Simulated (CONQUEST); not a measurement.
# ZnS under changes of volume

One of the cells (19.727 Å³/atom); the others are scaled copies at fixed shape and fractional positions:

```
Zn S
1.0
     3.82121    0.00000    0.00000
     0.00000    3.82121    0.00000
     0.00000    0.00000    5.40400
Zn S
2 2
Cartesian
  0.0000 1.9106 1.3510
  1.9106 0.0000 4.0530
  0.0000 0.0000 0.0000
  1.9106 1.9106 2.7020
```

```yaml
Program: CONQUEST 1.3
Functional: PBEsol
Potentials_or_basis: PseudoDojo NC PBEsol, DZP, grid of 36 × 36 × 60 points
k_mesh: 7 × 7 × 5
Occupations: fermi-dirac, width 0.05 eV
Spin: no spin polarisation
```

```tsv
volume (Å³/atom)	energy over the lowest point (meV/atom)	pressure (GPa)	gap on the mesh (eV)
18.543	21.90	5.5	2.56
18.938	?	?	?
19.332	3.28	2.1	2.33
19.727	0.00	0.6	2.22
20.121	0.69	-1.1	2.11
20.516	4.89	-2.3	2.01
20.910	11.99	-3.4	1.92
```

Q: What does the run at 18.938 Å³/atom give?

A: Energy over the lowest point 10.46 meV/atom; pressure 3.8 GPa; gap on the mesh 2.44 eV.

Worked out: A Birch-Murnaghan fit of order 3 (a polynomial in V^(-2/3)) to the other rows has its minimum at 19.85 Å³/atom with B0 = V·E''(V) = 74 GPa and B' = 3.1. It gives 10.35 meV/atom at 18.938 Å³/atom, against the run's 10.46, and -dE/dV = 3.8 GPa, against 3.8. A straight line through the other rows of the gap, of slope -5.36 eV per unit of ln V, gives 2.44 eV, against the run's 2.44.

Energies are extrapolated to zero smearing.

Caveats: an odd mesh through Γ misses points on the zone boundary, where band edges often lie; the basis of atomic orbitals isn't converged, which shifts pressures, moduli and gaps; the real-space grid breaks the cell's symmetry a little (some runs).
